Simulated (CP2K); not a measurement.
NaF (Villiaumite) under changes of volume

One of the cells (12.487 Å³/atom); the others are scaled copies at fixed shape and fractional positions:

```xyz
2
Lattice="3.2810 0.0000 0.0000 1.6405 2.8414 0.0000 1.6405 0.9471 2.6789" Properties=species:S:1:pos:R:3 pbc="T T T"
Na    0.0000    0.0000    0.0000
F     3.2810    1.8943    1.3395
```

```yaml
Program: CP2K 2026.2
Functional: LDA
Potentials_or_basis: GTH_POTENTIALS Na GTH-PADE-q9, F GTH-PADE-q7; TZVP-MOLOPT-PBE-GTH basis
Density_cutoff: 18368 eV
k_mesh: 10 × 10 × 10
Occupations: fermi-dirac, width 0.05 eV
Spin: no spin polarisation
```

| volume (Å³/atom) | energy over the lowest point (meV/atom) | pressure (GPa) | gap on the mesh (eV) |
| --- | --- | --- | --- |
| 11.738 | 0.00 | -1.0 | 6.27 |
| 11.988 | 2.46 | -2.1 | 6.16 |
| 12.237 | 6.67 | -3.1 | 6.04 |
| 12.487 | ? | ? | ? |
| 12.737 | 19.06 | -4.8 | 5.83 |
| 12.987 | 27.03 | -5.4 | 5.73 |
| 13.236 | 36.01 | -6.0 | 5.64 |

Problem. What does the run at 12.487 Å³/atom give?

Solution. Energy over the lowest point 12.22 meV/atom; pressure -4.0 GPa; gap on the mesh 5.93 eV.

Worked out: A Birch-Murnaghan fit of order 3 (a polynomial in V^(-2/3)) to the other rows has its minimum at 11.52 Å³/atom, just outside them, with B0 = V·E''(V) = 60 GPa and B' = 4.5. It gives 12.21 meV/atom at 12.487 Å³/atom, against the run's 12.22, and -dE/dV = -4.0 GPa, against -4.0. A straight line through the other rows of the gap, of slope -5.28 eV per unit of ln V (its deformation potential), gives 5.94 eV, against the run's 5.93.

Energies are extrapolated to zero smearing.

Caveats: the basis of atomic orbitals isn't converged, which shifts pressures, moduli and gaps.

A mesh can miss the band edges.
